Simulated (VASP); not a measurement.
Here is a VASP 6.6.1 calculation.

The input INCAR:

```
PREC     = Accurate       # precision mode
ENCUT    = 550            # plane-wave cutoff, eV
EDIFF    = 1E-6           # SCF threshold, eV
ISMEAR   = 0              # smearing method
SIGMA    = 0.05           # smearing width, eV
LREAL    = False          # projectors in reciprocal space
LASPH    = True           # aspherical terms in the spheres
NELM     = 100            # most SCF steps
ALGO     = Normal         # electronic algorithm
ISIF     = 2              # what is computed and relaxed
LWAVE    = False          # write WAVECAR
LCHARG   = False          # write CHGCAR
GGA      = RP             # functional
```

KPOINTS

```
regular mesh
0
Gamma
  8 8 8
```

The input POSCAR:

```
Ca
1.0
    0.0000000000      2.7942000000      2.7942000000
    2.7942000000      0.0000000000      2.7942000000
    2.7942000000      2.7942000000      0.0000000000
Ca
1
Cartesian
    0.0000000000      0.0000000000      0.0000000000
```

Potentials or basis: VASP PAW PBE potentials, release 64 (Ca_sv_GW).

Launch:

```sh
$ cat potpaw_PBE.64/Ca_sv_GW/POTCAR > POTCAR
$ mpirun -np 1 vasp_std > vasp.out
```

Question: What does it give for the pressure?

Answer: 0.2 GPa.

Question: What does it give for the band gap on the k mesh?

Answer: None (metal or under the smearing width).

Caveat: the PAW data sets were made with another functional, which shifts forces and pressure a little.
